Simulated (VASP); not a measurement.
The system is TePb.

```
Pb Te
1.0
     0.00000    3.23100    3.23100
     3.23100    0.00000    3.23100
     3.23100    3.23100    0.00000
Pb Te
1 1
Cartesian
  0.0000 0.0000 0.0000
  3.2310 3.2310 3.2310
```

Base run:

```yaml
Program: VASP 6.6.1
Functional: BLYP
Potentials_or_basis: VASP PAW PBE potentials, release 64 (Pb_d, Te)
Cutoff: 520 eV
k_mesh: 7 × 7 × 7
Occupations: fermi-dirac, width 0.05 eV
Spin: no spin polarisation
```

Its results: pressure 5.5 GPa.

Task: The run is repeated on the same cell with these changes: functional from BLYP to PW91; further incar settings from ALGO = Fast; EDIFF = 1e-06 to ALGO = Normal; EDIFF = 1e-06. What comes out?

Result: Pressure 2.1 GPa.

Caveats: the PAW data sets were made with another functional, which shifts forces and pressure a little.
